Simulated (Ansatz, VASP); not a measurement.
# SnSe in VASP and in Ansatz

Contents of INCAR:

```
  PREC = Accurate
  ENCUT = 520
  EDIFF = 1E-8
  ISMEAR = -1
  SIGMA = 0.02
  LREAL = False
  LASPH = True
  NELM = 60
  ALGO = Normal
  ISIF = 2
  LWAVE = False
  LCHARG = False
  GGA = PE
  LEFG = True
  NBANDS = 17
```

File KPOINTS:

```
regular mesh
0
Gamma
  9 9 9
```

Contents of POSCAR:

```
SnSe
1.0
    0.0000000000      3.0405591592      2.9498000000
    3.0405591592      0.0000000000      2.9498000000
    3.0405591592      3.0405591592      0.0000000000
Sn Se
1 1
Direct
    0.0000000000      0.0000000000      0.0000000000
    0.5000000000      0.5000000000      0.5000000000
```

Input for Ansatz:

```yaml
crystal:
  lattice:
    - [0.0, 3.0405591592, 2.9498]
    - [3.0405591592, 0.0, 2.9498]
    - [3.0405591592, 3.0405591592, 0.0]
  atoms:
    - { symbol: Sn, position: [0.0, 0.0, 0.0] }
    - { symbol: Se, position: [0.5, 0.5, 0.5] }
kpoints:
  mp_grid: { grid: [9, 9, 9] }
scf:
  occupations: { method: fermi_dirac, width: 0.02 }
hamiltonian:
  xc: pbe
  pseudopotentials: { kind: all_electron, datasets: crystal }
output:
  forces: true
  stress: true
  eigenvalues: true
  efg: { contact_densities: true }
```

Change from the starting cell: z stretched by -2 % at fixed volume, crystal datasets.

Alike in both runs: task electric field gradients; functional PBE; k mesh 9 × 9 × 9; occupations fermi-dirac, width 0.02 eV; no spin polarisation.

```csv
,VASP,Ansatz
version,VASP 6.6.1,Ansatz 0.2.0
potentials or method,"VASP PAW PBE potentials, release 64 (Sn_d, Se)","all-electron PAW with datasets made for the crystal, scalar-relativistic"
plane-wave cutoff (eV),520,see its input
```

VASP gave:

- pressure (GPa): 1.2
- largest component of the traceless stress (GPa): 2.62
- Vzz of the field gradient on the site that differs most (V/Å²): -43.2

Question: Which values does Ansatz return?

Answer: Pressure (GPa): 1.2; largest component of the traceless stress (GPa): 2.60; Vzz of the field gradient on the site that differs most (V/Å²): -44.9.

Ansatz ran all-electron here, so the differences hold the error of VASP's frozen core and of both bases. Ansatz warned: «gradients_without_spin_orbit».

Caveats: spin-orbit coupling is left out, which moves the levels of the heavy elements; an odd mesh through Γ misses points on the zone boundary, where band edges often lie.
